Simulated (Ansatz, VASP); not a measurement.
**Ge: VASP beside Ansatz**

The input INCAR:

```
SYSTEM = Ge
  PREC = Accurate
  ENCUT = 520
  EDIFF = 1E-6
  ISMEAR = -1
  SIGMA = 0.1
  LREAL = .False.
  LASPH = .True.
  NELM = 150
  ALGO = Fast
  ISIF = 2
  LWAVE = .False.
  LCHARG = .False.
  MAGMOM = 0 0 0
  LORBIT = 11
  LSORBIT = .True.
  GGA_COMPAT = .False.
  LORBMOM = .True.
  GGA = CA
  NBANDS = 25
```

Contents of KPOINTS:

```
regular mesh
0
Gamma
  12 12 12
  0 0 0
```

POSCAR

```
Ge
1.0
    2.6466420240      0.0000000000      0.0000000000
    0.0000000000      2.6466420240      0.0000000000
    0.0000000000      0.0000000000      2.6466420240
Ge
1
Direct
    0.0000000000      0.0000000000      0.0000000000
```

Input for Ansatz:

```yaml
crystal:
  lattice:
    - [2.646642024, 0.0, 0.0]
    - [0.0, 2.646642024, 0.0]
    - [0.0, 0.0, 2.646642024]
  atoms:
    - { symbol: Ge, position: [0.0, 0.0, 0.0] }
hamiltonian:
  xc: lda
  pseudopotentials:
    kind: paw_fr
    azcp:
      Ge: "pseudopotentials/Ge.paw.azcp"
basis:
  ecutwfc: 420
  fft_grid_basis: typed
kpoints:
  mp_grid: { grid: [12, 12, 12], shift: [0, 0, 0] }
magnetization:
  noncollinear: true
  spin_orbit: true
scf:
  occupations: { method: fermi_dirac, width: 0.1 }
```

Alike in both runs: task single point; functional LDA; k mesh 12 × 12 × 12; occupations fermi-dirac, width 0.1 eV; non-collinear spin, spin-orbit coupling.

|  | VASP | Ansatz |
| --- | --- | --- |
| version | VASP 6.6.1 | Ansatz 0.2.0 |
| potentials or method | VASP PAW LDA potentials, release 64 (Ge_d) | plane waves (420 eV) with PAW, fully relativistic with spin-orbit coupling |
| plane-wave cutoff (eV) | 520 | 420 |
| valence electrons in the cell | 14 | 14 |

|  | VASP | Ansatz | Ansatz less VASP |
| --- | --- | --- | --- |
| net moment per atom (μB) | 0.00 | 0.00 | 0.000 |

Ansatz warned: «pseudo_functional_mismatch».
